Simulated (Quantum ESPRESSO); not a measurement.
# Ca (Im-3m) in Quantum ESPRESSO: reference runs

How does Ca come out in PBE? The cell is run as given and disturbed.

All numbers are computed with Quantum ESPRESSO 7.5; they aren't measurements. Logs are shortened: lines on timing, memory, paths and dates and some standing lists are left out, and cuts for length are marked.

### Step 1. Starting point

It takes space group Im-3m (No. 229, cubic). The conventional cell has a = 4.480 Å, b = 4.480 Å, c = 4.480 Å, α = 90.00°, β = 90.00°, γ = 90.00°. Ca (site symmetry m-3m) has 8 Ca at 3.88 Å as nearest neighbours.

This isn't the form of Ca at room conditions, which is fcc.

### Step 2. Single point, PBE

pw.in reads:

```
&CONTROL
  calculation = 'scf'
  prefix = 'pwscf'
  outdir = './tmp'
  pseudo_dir = './pseudo'
  tprnfor = .true.
  tstress = .true.
  disk_io = 'low'
/
&SYSTEM
  ibrav = 0
  nat = 1
  ntyp = 1
  ecutwfc = 55
  ecutrho = 440
  nbnd = 10
  occupations = 'smearing'
  smearing = 'fd'
  degauss = 0.00367493
/
&ELECTRONS
  conv_thr = 2d-10
  electron_maxstep = 120
  mixing_beta = 0.5
/
ATOMIC_SPECIES
Ca    40.0780 Ca_pbe_v1.uspp.F.UPF
CELL_PARAMETERS angstrom
  -2.2400000000    2.2400000000    2.2400000000
   2.2400000000   -2.2400000000    2.2400000000
   2.2400000000    2.2400000000   -2.2400000000
ATOMIC_POSITIONS crystal
Ca     0.0000000000    0.0000000000    0.0000000000
K_POINTS automatic
8 8 8 0 0 0
```

pp_density.in reads:

```
&INPUTPP
  prefix = 'pwscf'
  outdir = './tmp'
  filplot = 'density.dat'
  plot_num = 0
/
&PLOT
  nfile = 1
  filepp(1) = 'density.dat'
  iflag = 3
  output_format = 6
  fileout = 'density.cube'
/
```

pp_potential.in reads:

```
&INPUTPP
  prefix = 'pwscf'
  outdir = './tmp'
  filplot = 'potential.dat'
  plot_num = 11
/
&PLOT
  nfile = 1
  filepp(1) = 'potential.dat'
  iflag = 3
  output_format = 6
  fileout = 'potential.cube'
/
```

Potentials or basis: SSSP 1.3 efficiency PBE.

On the command line:

```bash
$ OMP_NUM_THREADS=1 pw.x -in pw.in > pw.out
$ OMP_NUM_THREADS=1 pp.x -in pp_density.in > pp_density.out
$ OMP_NUM_THREADS=1 pp.x -in pp_potential.in > pp_potential.out
```

pw.out:

```text
This program is part of the open-source Quantum ESPRESSO suite
     for quantum simulation of materials; please cite
[... 9 lines left out ...]
     --------------------
     sticks:   dense  smooth     PW     G-vecs:    dense   smooth      PW
     Sum        1775     887    307                47369    16727    3367

     Using Slab Decomposition

     bravais-lattice index     =            0
     lattice parameter (alat)  =       7.3317  a.u.
     unit-cell volume          =     303.3896 (a.u.)^3
     number of atoms/cell      =            1
     number of atomic types    =            1
     number of electrons       =        10.00
     number of Kohn-Sham states=           10
     kinetic-energy cutoff     =      55.0000  Ry
     charge density cutoff     =     440.0000  Ry
     scf convergence threshold =      2.0E-10
     mixing beta               =       0.5000
     number of iterations used =            8  plain     mixing
     Exchange-correlation= SLA  PW   PBE  PBE
                           (   1   4   3   4   0   0   0)

     celldm(1)=   7.331748  celldm(2)=   0.000000  celldm(3)=   0.000000
     celldm(4)=   0.000000  celldm(5)=   0.000000  celldm(6)=   0.000000

     crystal axes: (cart. coord. in units of alat)
               a(1) = (  -0.577350   0.577350   0.577350 )
               a(2) = (   0.577350  -0.577350   0.577350 )
               a(3) = (   0.577350   0.577350  -0.577350 )

     reciprocal axes: (cart. coord. in units 2 pi/alat)
               b(1) = ( -0.000000  0.866025  0.866025 )
               b(2) = (  0.866025 -0.000000  0.866025 )
               b(3) = (  0.866025  0.866025  0.000000 )

     PseudoPot. # 1 for Ca read from file:
     Ca_pbe_v1.uspp.F.UPF
     Pseudo is Ultrasoft + core correction, Zval = 10.0
     Generated by new atomic code, or converted to UPF format
     Using radial grid of  845 points,  6 beta functions with:
                l(1) =   0
                l(2) =   0
                l(3) =   1
                l(4) =   1
                l(5) =   2
                l(6) =   2
     Q(r) pseudized with  8 coefficients,  rinner =    1.500   1.500   1.500
                                                       1.500   1.500

     atomic species   valence    mass     pseudopotential
     Ca               10.00    40.07800     Ca( 1.00)

     48 Sym. Ops., with inversion, found

   Cartesian axes

     site n.     atom                  positions (alat units)
         1        Ca     tau(   1) = (   0.0000000   0.0000000   0.0000000  )

     number of k points=    29  Fermi-Dirac smearing, width (Ry)=  0.0037
                       cart. coord. in units 2pi/alat
        k(    1) = (   0.0000000   0.0000000   0.0000000), wk =   0.0039062
        k(    2) = (   0.1082532   0.1082532   0.0000000), wk =   0.0468750
        k(    3) = (   0.2165064   0.2165064   0.0000000), wk =   0.0468750
        k(    4) = (   0.3247595   0.3247595   0.0000000), wk =   0.0468750
        k(    5) = (  -0.4330127  -0.4330127   0.0000000), wk =   0.0234375
        k(    6) = (   0.2165064   0.1082532   0.1082532), wk =   0.0937500
[... 21 lines left out ...]
        k(   28) = (  -0.8660254  -0.1082532  -0.1082532), wk =   0.0468750
        k(   29) = (  -0.8660254  -0.8660254  -0.8660254), wk =   0.0039062

     Dense  grid:    47369 G-vectors     FFT dimensions: (  50,  50,  50)

     Smooth grid:    16727 G-vectors     FFT dimensions: (  36,  36,  36)

     Check: negative core charge=   -0.000002

     Initial potential from superposition of free atoms

     starting charge       9.9945, renormalised to      10.0000
     Starting wfcs are   10 randomized atomic wfcs

     Self-consistent Calculation

     iteration #  1     ecut=    55.00 Ry     beta= 0.50
     Davidson diagonalization with overlap
     ethr =  1.00E-02,  avg # of iterations =  2.7

     Threshold (ethr) on eigenvalues was too large:
     Diagonalizing with lowered threshold

     Davidson diagonalization with overlap
     ethr =  1.46E-05,  avg # of iterations =  5.3

     total energy              =     -74.92326103 Ry
     estimated scf accuracy    <       0.00110215 Ry

     iteration #  2     ecut=    55.00 Ry     beta= 0.50
     Davidson diagonalization with overlap
     ethr =  1.10E-05,  avg # of iterations =  2.0

     total energy              =     -74.92352922 Ry
     estimated scf accuracy    <       0.00023265 Ry

     iteration #  3     ecut=    55.00 Ry     beta= 0.50
     Davidson diagonalization with overlap
     ethr =  2.33E-06,  avg # of iterations =  2.3

     total energy              =     -74.92355815 Ry
     estimated scf accuracy    <       0.00002182 Ry

     iteration #  4     ecut=    55.00 Ry     beta= 0.50
     Davidson diagonalization with overlap
     ethr =  2.18E-07,  avg # of iterations =  2.0

     total energy              =     -74.92356015 Ry
     estimated scf accuracy    <       0.00000002 Ry

     iteration #  5     ecut=    55.00 Ry     beta= 0.50
     Davidson diagonalization with overlap
     ethr =  1.68E-10,  avg # of iterations =  4.7

     total energy              =     -74.92356022 Ry
     estimated scf accuracy    <          3.2E-09 Ry

     iteration #  6     ecut=    55.00 Ry     beta= 0.50
     Davidson diagonalization with overlap
     ethr =  3.19E-11,  avg # of iterations =  2.4

     total energy              =     -74.92356022 Ry
     estimated scf accuracy    <          2.2E-10 Ry

     iteration #  7     ecut=    55.00 Ry     beta= 0.50
     Davidson diagonalization with overlap
     ethr =  2.18E-12,  avg # of iterations =  2.1

     End of self-consistent calculation

          k = 0.0000 0.0000 0.0000 (  2093 PWs)   bands (ev):

   -37.6071 -18.5256 -18.5256 -18.5256   0.6712   6.8236   6.8236   6.8236
     7.8115   7.8115

          k = 0.1083 0.1083 0.0000 (  2096 PWs)   bands (ev):

   -37.6055 -18.5420 -18.5312 -18.5256   0.9372   6.6695   6.6988   7.0188
     7.6630   7.8184

          k = 0.2165 0.2165 0.0000 (  2090 PWs)   bands (ev):

   -37.6017 -18.5812 -18.5445 -18.5254   1.6966   6.1310   6.3365   7.5678
     7.6378   7.8707

          k = 0.3248 0.3248 0.0000 (  2094 PWs)   bands (ev):

   -37.5978 -18.6200 -18.5578 -18.5253   2.8129   5.2979   6.0449   7.7227
     7.9852   8.3139

          k =-0.4330-0.4330 0.0000 (  2098 PWs)   bands (ev):

   -37.5962 -18.6359 -18.5633 -18.5253   3.7538   4.5442   5.9336   7.7044
     8.0578   8.7525

          k = 0.2165 0.1083 0.1083 (  2102 PWs)   bands (ev):

   -37.6028 -18.5690 -18.5374 -18.5295   1.4511   6.3548   6.4202   7.3986
     7.5253   7.9114

          k = 0.3248 0.2165 0.1083 (  2091 PWs)   bands (ev):

   -37.5990 -18.6037 -18.5534 -18.5309   2.4010   5.7030   6.0834   7.5905
     7.9947   8.0624

          k = 0.4330 0.3248 0.1083 (  2087 PWs)   bands (ev):

   -37.5962 -18.6272 -18.5663 -18.5312   3.5716   4.8778   5.8737   7.6644
     8.0483   8.7328

          k = 0.4330 0.2165 0.2165 (  2089 PWs)   bands (ev):

   -37.5962 -18.6158 -18.5720 -18.5370   3.4476   5.2616   5.6899   7.6849
     7.9823   8.7461

          k = 0.5413 0.3248 0.2165 (  2107 PWs)   bands (ev):

   -37.5951 -18.6154 -18.5861 -18.5384   4.4629   4.6608   5.4295   7.7568
     8.0117   8.9848

          k = 0.2165 0.2165 0.2165 (  2091 PWs)   bands (ev):

   -37.6000 -18.5979 -18.5388 -18.5388   2.1783   5.9292   5.9292   7.8455
     7.8455   8.0219

          k = 0.3248 0.3248 0.2165 (  2095 PWs)   bands (ev):

   -37.5971 -18.6152 -18.5595 -18.5403   3.2572   5.3088   5.6517   7.8900
     8.0206   8.7279

          k = 0.4330 0.4330 0.2165 (  2080 PWs)   bands (ev):

   -37.5959 -18.6191 -18.5714 -18.5408   4.2395   4.6238   5.5575   7.8746
     8.0780   8.9950

          k = 0.0000 0.0000 0.2165 (  2078 PWs)   bands (ev):

   -37.6040 -18.5458 -18.5368 -18.5368   1.1979   6.7004   6.7004   7.0455
     7.2197   7.9951

          k = 0.4330 0.3248 0.3248 (  2097 PWs)   bands (ev):

   -37.5958 -18.6062 -18.5772 -18.5508   4.3068   5.0290   5.2410   8.0109
     8.0521   8.5897

          k = 0.0000-0.1083 0.3248 (  2080 PWs)   bands (ev):

   -37.6003 -18.5800 -18.5504 -18.5386   1.9411   6.1891   6.4692   7.0974
     7.5248   8.0611

          k =-0.0000-0.2165 0.4330 (  2100 PWs)   bands (ev):

   -37.5965 -18.6165 -18.5640 -18.5377   3.0335   5.3414   6.2129   7.2817
     8.0331   8.2679

          k = 0.1083-0.1083 0.4330 (  2095 PWs)   bands (ev):

   -37.5967 -18.6031 -18.5669 -18.5457   2.8411   5.6677   6.2815   7.1281
     7.9091   8.1122

          k =-0.8660-0.3248-0.3248 (  2110 PWs)   bands (ev):

   -37.5950 -18.6315 -18.5696 -18.5373   4.0049   4.5578   6.1123   7.2671
     8.1307   8.7213

          k =-0.7578-0.2165-0.3248 (  2093 PWs)   bands (ev):

   -37.5941 -18.6203 -18.5818 -18.5462   3.9556   4.9751   5.9784   7.2888
     7.9709   8.7749

          k =-0.6495-0.2165-0.2165 (  2103 PWs)   bands (ev):

   -37.5931 -18.6064 -18.6064 -18.5479   4.7836   4.7836   5.3697   7.7637
     7.7637   9.0742

          k = 0.4330 0.4330 0.4330 (  2112 PWs)   bands (ev):

   -37.5956 -18.5794 -18.5794 -18.5794   4.9574   4.9574   4.9574   7.9506
     8.0984   8.0984

          k = 0.0000 0.0000 0.4330 (  2070 PWs)   bands (ev):

   -37.5968 -18.5825 -18.5647 -18.5647   2.6285   6.0353   6.6854   6.6854
     7.6197   7.9680

          k =-0.0000-0.1083 0.5413 (  2077 PWs)   bands (ev):

   -37.5934 -18.6082 -18.5789 -18.5672   3.6084   5.3581   6.6717   6.8408
     7.8454   8.1847

          k =-0.8660-0.2165-0.2165 (  2084 PWs)   bands (ev):

   -37.5920 -18.6210 -18.5848 -18.5660   4.5825   4.6101   6.6270   6.7057
     8.2632   8.6474

          k =-0.7578-0.1083-0.2165 (  2081 PWs)   bands (ev):

   -37.5911 -18.6124 -18.5975 -18.5717   4.4415   4.9742   6.2869   7.4039
     7.8494   8.7858

          k =-0.0000-0.0000 0.6495 (  2062 PWs)   bands (ev):

   -37.5903 -18.6026 -18.5937 -18.5937   4.2745   5.0855   7.2136   7.2136
     7.5620   8.2584

          k =-0.8660-0.1083-0.1083 (  2076 PWs)   bands (ev):

   -37.5890 -18.6105 -18.5999 -18.5944   4.6939   4.8046   7.1750   7.4184
     8.3097   8.5751

          k =-0.8660-0.8660-0.8660 (  2046 PWs)   bands (ev):

   -37.5878 -18.6061 -18.6061 -18.6061   4.7397   4.7397   8.2946   8.2946
     8.5456   8.5456

     the Fermi energy is     4.5989 ev

!    total energy              =     -74.92356022 Ry
     estimated scf accuracy    <          8.7E-12 Ry
     smearing contrib. (-TS)   =      -0.00097209 Ry
     internal energy E=F+TS    =     -74.92258814 Ry

     The total energy is F=E-TS. E is the sum of the following terms:
     one-electron contribution =     -40.61591322 Ry
     hartree contribution      =      20.44026927 Ry
     xc contribution           =     -11.76035030 Ry
     ewald contribution        =     -42.98659390 Ry

     convergence has been achieved in   7 iterations

     Forces acting on atoms (cartesian axes, Ry/au):

     atom    1 type  1   force =     0.00000000    0.00000000    0.00000000

     Total force =     0.000000     Total SCF correction =     0.000000

     Computing stress (Cartesian axis) and pressure

          total   stress  (Ry/bohr**3)                   (kbar)     P=       -9.75
  -0.00006628   0.00000000   0.00000000           -9.75        0.00        0.00
   0.00000000  -0.00006628   0.00000000            0.00       -9.75        0.00
   0.00000000   0.00000000  -0.00006628            0.00        0.00       -9.75

=------------------------------------------------------------------------------=
   JOB DONE.
=------------------------------------------------------------------------------=
```

It took 14 s on 1 thread of Arm Neoverse V1, shared host; peak memory 0.2 GiB.

Results:

- Free energy: -1019.3870 eV
- Pressure: -1.0 GPa
- Band gap on the k mesh: none (metal or under the smearing width)

Levels at points of the mesh, in eV from the Fermi level:
| k point | band 3 | band 4 | band 5 | band 6 | band 7 | band 8 |
| --- | --- | --- | --- | --- | --- | --- |
| (0.00, 0.00, 0.00) | -23.12 | -23.12 | -3.93 | 2.22 | 2.22 | 2.22 |
| (0.00, 0.00, -0.50) | -23.16 | -23.12 | -0.85 | -0.05 | 1.33 | 3.11 |
| (-0.50, -0.50, -0.50) | -23.21 | -23.21 | 0.14 | 0.14 | 3.70 | 3.70 |

Caveat: the cell was measured hot, at 740 K.

### Step 3. Single point, PBE (cell strained at random at fixed volume)

pw.in, as its differences from that of step 2:

```diff
@@ -7,3 +7,3 @@
   tstress = .true.
-  disk_io = 'low'
+  disk_io = 'nowf'
 /
@@ -28,7 +28,7 @@
 CELL_PARAMETERS angstrom
-  -2.2400000000    2.2400000000    2.2400000000
-   2.2400000000   -2.2400000000    2.2400000000
-   2.2400000000    2.2400000000   -2.2400000000
+  -2.2516270000    2.2138260000    2.2348730000
+   2.2160260000   -2.2372230000    2.2226690000
+   2.2838730000    2.2694690000   -2.2582700000
 ATOMIC_POSITIONS crystal
-Ca     0.0000000000    0.0000000000    0.0000000000
+Ca     0.0102290000    0.0053610000    0.0177860000
 K_POINTS automatic
```

Potentials or basis: SSSP 1.3 efficiency PBE.

On the command line:

```bash
$ OMP_NUM_THREADS=1 pw.x -in pw.in > pw.out
```

pw.out:

```text
This program is part of the open-source Quantum ESPRESSO suite
     for quantum simulation of materials; please cite
[... 6 lines left out ...]
     --------------------
     sticks:   dense  smooth     PW     G-vecs:    dense   smooth      PW
     Sum        1763     881    305                47297    16701    3393

     Using Slab Decomposition

     bravais-lattice index     =            0
     lattice parameter (alat)  =       7.3105  a.u.
     unit-cell volume          =     303.3896 (a.u.)^3
     number of atoms/cell      =            1
     number of atomic types    =            1
     number of electrons       =        10.00
     number of Kohn-Sham states=           10
     kinetic-energy cutoff     =      55.0000  Ry
     charge density cutoff     =     440.0000  Ry
     scf convergence threshold =      2.0E-10
     mixing beta               =       0.5000
     number of iterations used =            8  plain     mixing
     Exchange-correlation= SLA  PW   PBE  PBE
                           (   1   4   3   4   0   0   0)

     celldm(1)=   7.310458  celldm(2)=   0.000000  celldm(3)=   0.000000
     celldm(4)=   0.000000  celldm(5)=   0.000000  celldm(6)=   0.000000

     crystal axes: (cart. coord. in units of alat)
               a(1) = (  -0.582037   0.572266   0.577706 )
               a(2) = (   0.572834  -0.578314   0.574552 )
               a(3) = (   0.590373   0.586649  -0.583754 )

     reciprocal axes: (cart. coord. in units 2 pi/alat)
               b(1) = (  0.000686  0.867424  0.872420 )
               b(2) = (  0.866625 -0.001668  0.874774 )
               b(3) = (  0.853642  0.856795  0.011315 )

     PseudoPot. # 1 for Ca read from file:
     Ca_pbe_v1.uspp.F.UPF
     Pseudo is Ultrasoft + core correction, Zval = 10.0
     Generated by new atomic code, or converted to UPF format
     Using radial grid of  845 points,  6 beta functions with:
                l(1) =   0
                l(2) =   0
                l(3) =   1
                l(4) =   1
                l(5) =   2
                l(6) =   2
     Q(r) pseudized with  8 coefficients,  rinner =    1.500   1.500   1.500
                                                       1.500   1.500

     atomic species   valence    mass     pseudopotential
     Ca               10.00    40.07800     Ca( 1.00)

     No symmetry found

   Cartesian axes

     site n.     atom                  positions (alat units)
         1        Ca     tau(   1) = (   0.0076177   0.0131875  -0.0013931  )

     number of k points=   260  Fermi-Dirac smearing, width (Ry)=  0.0037

     Number of k-points >= 100: set verbosity='high' to print them.

     Dense  grid:    47297 G-vectors     FFT dimensions: (  50,  50,  50)

     Smooth grid:    16701 G-vectors     FFT dimensions: (  36,  36,  36)

     Check: negative core charge=   -0.000002

     Initial potential from superposition of free atoms

     starting charge       9.9945, renormalised to      10.0000
     Starting wfcs are   10 randomized atomic wfcs

     Self-consistent Calculation

     iteration #  1     ecut=    55.00 Ry     beta= 0.50
     Davidson diagonalization with overlap
     ethr =  1.00E-02,  avg # of iterations =  2.7

     Threshold (ethr) on eigenvalues was too large:
     Diagonalizing with lowered threshold

     Davidson diagonalization with overlap
     ethr =  1.45E-05,  avg # of iterations =  5.9

     total energy              =     -74.92319861 Ry
     estimated scf accuracy    <       0.00110823 Ry

     iteration #  2     ecut=    55.00 Ry     beta= 0.50
     Davidson diagonalization with overlap
     ethr =  1.11E-05,  avg # of iterations =  1.8

     total energy              =     -74.92346655 Ry
     estimated scf accuracy    <       0.00023440 Ry

     iteration #  3     ecut=    55.00 Ry     beta= 0.50
     Davidson diagonalization with overlap
     ethr =  2.34E-06,  avg # of iterations =  2.2

     total energy              =     -74.92349529 Ry
     estimated scf accuracy    <       0.00002152 Ry

     iteration #  4     ecut=    55.00 Ry     beta= 0.50
     Davidson diagonalization with overlap
     ethr =  2.15E-07,  avg # of iterations =  2.2

     total energy              =     -74.92349731 Ry
     estimated scf accuracy    <       0.00000002 Ry

     iteration #  5     ecut=    55.00 Ry     beta= 0.50
     Davidson diagonalization with overlap
     ethr =  2.34E-10,  avg # of iterations =  4.3

     total energy              =     -74.92349738 Ry
     estimated scf accuracy    <          2.3E-09 Ry

     iteration #  6     ecut=    55.00 Ry     beta= 0.50
     Davidson diagonalization with overlap
     ethr =  2.30E-11,  avg # of iterations =  2.3

     End of self-consistent calculation

     Number of k-points >= 100: set verbosity='high' to print the bands.

     the Fermi energy is     4.5998 ev

!    total energy              =     -74.92349738 Ry
     estimated scf accuracy    <          9.0E-11 Ry
     smearing contrib. (-TS)   =      -0.00094688 Ry
     internal energy E=F+TS    =     -74.92255050 Ry

     The total energy is F=E-TS. E is the sum of the following terms:
     one-electron contribution =     -40.62039360 Ry
     hartree contribution      =      20.44238035 Ry
     xc contribution           =     -11.76042634 Ry
     ewald contribution        =     -42.98411091 Ry

     convergence has been achieved in   6 iterations

     Forces acting on atoms (cartesian axes, Ry/au):

     atom    1 type  1   force =     0.00000000    0.00000000    0.00000000

     Total force =     0.000000     Total SCF correction =     0.000002

     Computing stress (Cartesian axis) and pressure

          total   stress  (Ry/bohr**3)                   (kbar)     P=       -9.76
  -0.00006549  -0.00001137   0.00001205           -9.63       -1.67        1.77
  -0.00001137  -0.00006606   0.00000768           -1.67       -9.72        1.13
   0.00001205   0.00000768  -0.00006749            1.77        1.13       -9.93

=------------------------------------------------------------------------------=
   JOB DONE.
=------------------------------------------------------------------------------=
```

Run time: 69 s. Hardware: 1 thread of Arm Neoverse V1, shared host; peak memory 0.27 GiB.

What came out:

| Property | Result |
| --- | --- |
| Free energy | -1019.3861 eV |
| Pressure | -1.0 GPa |
| Band gap on the k mesh | none (metal or under the smearing width) |

Stress tensor (GPa, compression positive):
```
-0.96 -0.17  0.18
-0.17 -0.97  0.11
 0.18  0.11 -0.99
```

Caveat: the cell was measured hot, at 740 K.
